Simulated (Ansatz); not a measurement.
Computed with Ansatz 0.2.0, DFT PBE, scalar-relativistic, plane waves, PAW. Settings: cutoff 420 eV, Γ-centred meshes spaced at most about 0.3 Å⁻¹, and about 0.25 Å⁻¹ or finer for metals (2π included), Gaussian smearing. No spin polarisation in the final relaxations.

All energies are static (0 K, no zero-point motion).

Two relaxed structures of C:

1. Space group Cmmm (No. 65), orthorhombic, a = 2.698 Å, b = 7.818 Å, c = 2.510 Å. Around C on its first site lie 1 C at 1.35 Å and 2 C at 1.49 Å; C on its second site is surrounded by 2 C at 1.49 Å and 2 C at 1.65 Å.

2. Space group P6_222 (No. 180), hexagonal, a = 3.941 Å, c = 3.787 Å. C is surrounded by 1 C at 1.39 Å and 2 C at 1.48 Å.

Question: Which would you expect to be lower, and how large is the difference?

Answer: Cell 1 is lower, by 0.33 eV/atom. Cell 1 has space group Cmmm (No. 65), 6.6 Å³/atom and no gap on its mesh; cell 2 has space group P6_222 (No. 180), 8.5 Å³/atom and no gap. Counting all near atoms (those within 1.25 times the shortest such distance or 1.15 times the sum of covalent radii; a plus sign parts nearer from farther groups; a slash parts the counts of unlike sites), cell 1 has C 1+2/2+2 and cell 2 has C 3. The denser one is the lower, and pressure would at first widen the difference. Both come from invented guesses. A third cell relaxed alike, in Fd-3m, lies 300 meV/atom below the lower of the two. The part of the Crystallography Open Database at hand lists C in space groups No. 58, 69, 71, 141, 166 and others; sharing a group (Fd-3m, Immm and R-3m) doesn't make a cell the listed structure.

Cells relaxed within their symmetry can be saddle points.
